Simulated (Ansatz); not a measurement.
# CdTe (F-43m) in Ansatz: convergence with ecutrho ratio

Aim: find how far ecutrho ratio must go before the results for CdTe settle, at LDA. This setting moves, with any that are tied to it; all else stays.

Everything below comes from runs of Ansatz 0.2.0. Logs are shortened: lines on timing, memory, paths and dates and some standing lists are left out, and cuts for length are marked.

**1. Starting point**

The structure is cubic, space group F-43m (No. 216). The conventional cell has a = 6.410 Å, b = 6.410 Å, c = 6.410 Å, α = 90.00°, β = 90.00°, γ = 90.00°. Te (site symmetry -43m) has 4 Cd at 2.78 Å as nearest neighbours. Around Cd (site symmetry -43m) lie 4 Te at 2.78 Å.

**2. With ecutrho ratio 4**

The input, input.yaml:

```yaml
crystal:
  lattice:
    - [0.0, 3.205, 3.205]
    - [3.205, 0.0, 3.205]
    - [3.205, 3.205, 0.0]
  atoms:
    - { symbol: Te, position: [0.75, 0.75, 0.75] }
    - { symbol: Cd, position: [0.0, 0.0, 0.0] }
hamiltonian:
  xc: lda
  pseudopotentials: { kind: paw }
kpoints:
  mp_grid: { grid: [6, 6, 6] }
scf:
  occupations: { method: methfessel_paxton, width: 0.1 }
output:
  forces: true
  stress: true
  eigenvalues: true
basis:
  ecutrho_ratio: 4
```

Potentials or basis: Ansatz PAW.

Command:

```sh
ansatz run input.yaml --threads 2 --pin off --max-ram 5632MiB --backend cpu --events-out ev --progress --plain --runs-dir out
```

Run time: 2 s. Hardware: 2 threads of Intel Xeon at 2.50GHz (Skylake/Cascade Lake), shared host; peak memory 0.34 GiB.

What came out:

- Free energy: -14945.8042 eV
- Pressure: 0.0 GPa
- Band gap on the k mesh: 0.61 eV, direct

**3. With ecutrho ratio 5**

Edit input.yaml of step 2 so:

```diff
@@ -20,2 +20,2 @@
 basis:
-  ecutrho_ratio: 4
+  ecutrho_ratio: 5
```

Potentials or basis: Ansatz PAW.

Command:

```sh
ansatz run input.yaml --threads 2 --pin off --max-ram 5632MiB --backend cpu --events-out ev --progress --plain --runs-dir out
```

Run time: 2 s. Hardware: 2 threads of Intel Xeon at 2.50GHz (Skylake/Cascade Lake), shared host; peak memory 0.35 GiB.

Results:

| Quantity | Value |
| --- | --- |
| Free energy | -14945.8042 eV |
| Pressure | 0.0 GPa |
| Band gap on the k mesh | 0.61 eV, direct |

**4. With ecutrho ratio 6**

Edit input.yaml of step 3 so:

```diff
@@ -20,2 +20,2 @@
 basis:
-  ecutrho_ratio: 5
+  ecutrho_ratio: 6
```

Command:

```sh
ansatz run input.yaml --threads 2 --pin off --max-ram 5632MiB --backend cpu --events-out ev --progress --plain --runs-dir out
```

Run time: 2 s. Hardware: 2 threads of Intel Xeon at 2.50GHz (Skylake/Cascade Lake), shared host; peak memory 0.35 GiB.

What came out:

```yaml
Free_energy: -14945.8042 eV
Pressure: 0.0 GPa
Band_gap_on_the_k_mesh: 0.61 eV, direct
```

**5. With ecutrho ratio 8**

Edit input.yaml of step 4 so:

```diff
@@ -20,2 +20,2 @@
 basis:
-  ecutrho_ratio: 6
+  ecutrho_ratio: 8
```

Command:

```sh
ansatz run input.yaml --threads 2 --pin off --max-ram 5632MiB --backend cpu --events-out ev --progress --plain --runs-dir out
```

Wall time 2.1 s (2 threads of Intel Xeon at 2.50GHz (Skylake/Cascade Lake), shared host); peak memory 0.37 GiB.

It converged, with:

```yaml
Free_energy: -14945.8042 eV
Pressure: 0.0 GPa
Band_gap_on_the_k_mesh: 0.61 eV, direct
```

**6. With ecutrho ratio 10**

Edit input.yaml of step 5 so:

```diff
@@ -20,2 +20,2 @@
 basis:
-  ecutrho_ratio: 8
+  ecutrho_ratio: 10
```

Potentials or basis: Ansatz PAW.

Command:

```sh
ansatz run input.yaml --threads 2 --pin off --max-ram 5632MiB --backend cpu --events-out ev --progress --plain --runs-dir out
```

Run time: 2.5 s. Hardware: 2 threads of Intel Xeon at 2.50GHz (Skylake/Cascade Lake), shared host; peak memory 0.38 GiB.

Results (log left out):

```
Free energy            : -14945.8042 eV
Pressure               : 0.0 GPa
Band gap on the k mesh : 0.61 eV, direct
```

**7. With ecutrho ratio 12**

Edit input.yaml of step 6 so:

```diff
@@ -20,2 +20,2 @@
 basis:
-  ecutrho_ratio: 10
+  ecutrho_ratio: 12
```

Potentials or basis: Ansatz PAW.

Command:

```sh
ansatz run input.yaml --threads 2 --pin off --max-ram 5632MiB --backend cpu --events-out ev --progress --plain --runs-dir out
```

The program printed:

```text
Warning: RAYON_NUM_THREADS=2 ignored (pool sized by the plan → 2); use --threads N
Engine: ansatz 0.2.0, x86_64-unknown-linux-gnu
Pseudopotentials: kind: paw
Pseudopotential: Te, paw, valence charge 16, recommended cutoff 420 eV (normal), Te.paw.azcp
Pseudopotential: Cd, paw, valence charge 20, recommended cutoff 420 eV (normal), Cd.paw.azcp
Functional definition: SPW92
  exchange = slater_x
  correlation = pw_c
Crystal: 2 atoms, lattice volume = 65.844 Å³
Basis set: ecut = 420 eV, 1243 PW (Γ)
Bands: 22, of which v1, the nominal top of the filled ones, is band 18 counted from 1 (17 counted from 0)
Symmetry: 24 space group operations
Space group: F-43m (ITA 216), of the structure as read, at distance tolerance 4.0e-5 Å
k-points: 16 of 216 (time reversal used)
Non-local potential: Te, projectors of the file, l = 0: 2, l = 1: 2, l = 2: 2, l = 3: 2
Non-local potential: Cd, projectors of the file, l = 0: 3, l = 1: 2, l = 2: 2, l = 3: 1
PAW form: soft (Blöchl's): semilocal exchange-correlation on the pseudo side does not see the compensation charge
PAW frozen core: Te, regenerated for the run's functional, and the local potential with it (the file was generated under x = pbe(κ = 0.804, μ = 0.2195149727645171), c = pbe(β = 0.06672455060314922))
PAW frozen core: Cd, regenerated for the run's functional, and the local potential with it (the file was generated under x = pbe(κ = 0.804, μ = 0.2195149727645171), c = pbe(β = 0.06672455060314922))
PAW one-centre angular grid: Te, 590 points (default); XC on 64 Gauss nodes
PAW one-centre angular grid: Cd, 590 points (default); XC on 64 Gauss nodes
Initial density: superposition of atomic densities (neutral atoms: chi_scale 0, normalization atom), corrected by the library's trained network
Initial wavefunctions: pseudopotential atomic-orbital guess
Functional: x = slater, c = lda
SCF iter   1: F=—  HF=-14945.811236 eV  |F-HF|=—  |Δ(HF+E_count)|=         —  Δρ=6.50e-3  dr2=2.03e-2  ethr=1.77e-3  ⟨swp⟩=5.8  Hψ=1622  notcnv=0
preconditioner: auto → none  [insulator: Δε(μ)=0.571 eV  Ē_g=11.383 eV  σ=0.100 eV  W_gap=1.00  n_scr=14 (ndim 8)  ℏωp=19.4 eV  f_vac=0.180  D(μ)=-0.00/eV (n_scr^D=0)  ε∞_Penn≈3.9]
SCF iter   2: F=—  HF=-14945.804298 eV  |F-HF|=—  |Δ(HF+E_count)|=   6.94e-3  S|Δr|=    0.00e0  Δρ=2.11e-3  dr2=1.28e-3  ethr=5.65e-5  ⟨swp⟩=3.0  Hψ=787  notcnv=0
SCF iter   3: F=—  HF=-14945.804191 eV  |F-HF|=—  |Δ(HF+E_count)|=   1.06e-4  S|Δr|=    0.00e0  Δρ=1.02e-3  dr2=3.04e-4  ethr=3.56e-6  ⟨swp⟩=2.1  Hψ=477  notcnv=0
SCF iter   4: F=—  HF=-14945.804193 eV  |F-HF|=—  |Δ(HF+E_count)|=   2.02e-6  S|Δr|=    0.00e0  Δρ=2.98e-4  dr2=5.49e-5  ethr=8.45e-7  ⟨swp⟩=2.0  Hψ=480  notcnv=0
SCF iter   5: F=—  HF=-14945.804165 eV  |F-HF|=—  |Δ(HF+E_count)|=   2.80e-5  S|Δr|=    0.00e0  Δρ=2.06e-5  dr2=2.71e-7  ethr=1.52e-7  ⟨swp⟩=2.0  Hψ=488  notcnv=0
SCF iter   6: F=-14945.804165 eV  HF=-14945.804165 eV  |F-HF|=1.77e-8  |Δ(HF+E_count)|=   9.81e-8  S|Δr|=    0.00e0  Δρ=7.35e-6  dr2=2.32e-8  ethr=2.78e-10  ⟨swp⟩=6.8  Hψ=1645  notcnv=0
SCF 1 converged in 6 iterations: F = -14945.804165 eV  dr2 = 2.32e-8
SCF converged after 6 iterations
Stability not checked: this state was not tested for a lower state beside it, because cold or Methfessel-Paxton smearing, or corrected tetrahedra, fill the levels in a way that the test cannot read (fill_not_monotonic; see scf.lower_state_search)
Free energy (F): -14945.804165 eV
Harris-Foulkes:  -14945.804165 eV  (|F-HF|=1.77e-8)
Internal energy: -14945.804166 eV  (E = F + TS)
E sigma→0 (E₀):  -14945.804165 eV
Entropy (-TS):   0.000001 eV (0.000 meV/atom)
Fermi energy:    7.935034 eV
Step filling:    the computed levels leave a gap of 0.6086 eV = 6.1 smearing widths at the electron count; against every level under it full and every level over it empty, smearing changes F+E_penalty+E_count by +3.86e-5 meV and its σ→0 estimate by -1.48e-4 meV
--- Per-component energies (eV) ---
  E_band       = -786.058058
  E_kinetic    = 687.586721
  E_local      = -5359.071065  (includes V_loc(G=0)·N_el)
  E_nonlocal   = -263.899131
  E_hartree    = 2700.116565
  E_xc         = -299.544890
  E_vxc        = -326.523564  (∫ρ·V_xc dr)
  E_paw        = -8457.692295  (= ΣΔE_a)
  E_vpaw       = -924.389979  (= ΣTr[D̂ρ^β])
  E_aug_tail   = -0.000002  (compensation charges beyond the density's cutoff)
  E_ewald      = -3954.745301
  E_core_change = 1.445230  (= ΣΔE_core)
  E_smearing   = 0.000001  (= −TS)
  E_closure    = -0.000000  (closes the sum)
  Σ components = -14945.804165   (vs F -14945.804165, Δ=0.00e0)
--- Forces (eV/Å), atoms counted from 1 ---
  atom   1  Te     0.00000000    -0.00000000     0.00000000
  atom   2  Cd    -0.00000000     0.00000000     0.00000000
  max |Σ_I F_I| component: 1.48e-16 eV/Å
--- Stress (GPa, compression-positive) ---
       -0.008725      -0.000000      -0.000000
       -0.000000      -0.008725       0.000000
       -0.000000       0.000000      -0.008725
  P = ⅓ Tr σ = -0.0087 GPa (-0.087 kbar)
--- Band table (eV; the first three rows and the last of 16) ---
  k-point 0: bands = ["-94.3605", "-55.5022", "-55.5022", "-55.5022", "-28.4250", "-28.4250", "-28.4250", "-28.4150", "-28.4150", "-3.8466", "-0.7688", "-0.7688", "-0.7688", "-0.4797", "-0.4797", "7.6211", "7.6211", "7.6211", "8.2297", "12.1324", "12.1324", "12.1324"]
  k-point 1: bands = ["-94.3605", "-55.5023", "-55.5022", "-55.5022", "-28.4251", "-28.4250", "-28.4250", "-28.4149", "-28.4149", "-3.7373", "-0.7480", "-0.7480", "-0.6854", "-0.4813", "-0.4813", "5.7673", "7.3737", "7.3737", "9.3721", "12.2379", "12.4875", "12.4875"]
  k-point 2: bands = ["-94.3605", "-55.5023", "-55.5022", "-55.5022", "-28.4251", "-28.4248", "-28.4248", "-28.4149", "-28.4149", "-3.5168", "-0.7124", "-0.7124", "-0.4771", "-0.4771", "-0.3923", "3.8366", "6.9642", "6.9642", "9.4105", "12.7809", "12.7809", "13.7839"]
  k-point 15: bands = ["-94.3605", "-55.5023", "-55.5023", "-55.5023", "-28.4254", "-28.4247", "-28.4243", "-28.4150", "-28.4145", "-3.2747", "-0.6260", "-0.6206", "-0.5340", "-0.4668", "0.0998", "3.1671", "5.2531", "5.3324", "11.2479", "11.2847", "14.2504", "14.5387"]
```

Wall time 2.5 s (2 threads of Intel Xeon at 2.50GHz (Skylake/Cascade Lake), shared host); peak memory 0.41 GiB.

Results:

- Free energy: -14945.8042 eV
- Pressure: 0.0 GPa
- Band gap on the k mesh: 0.61 eV, direct

**8. The series at a glance**

```
ecutrho ratio  energy less the tightest run, at zero smearing (meV/atom)  SCF cycles  CPU time (s)  peak memory (GiB)
            4                                                       0.00           6           3.5               0.34
            5                                                       0.00           6           3.6               0.35
            6                                                       0.00           6           3.6               0.35
            8                                                       0.00           6           3.7               0.37
           10                                                       0.00           6           4.5               0.38
           12                                                       0.00           6           4.4               0.41
```

Against the tightest run, the energy stays within 1 meV/atom from 4 on. The tightest run that finished is the yardstick and may itself not be fully converged.

Caveats: spin-orbit coupling is left out, which moves the levels of the heavy elements; the PAW data sets come from PBE, with cores solved anew for the run's functional, which leaves a small shift of forces and pressure.
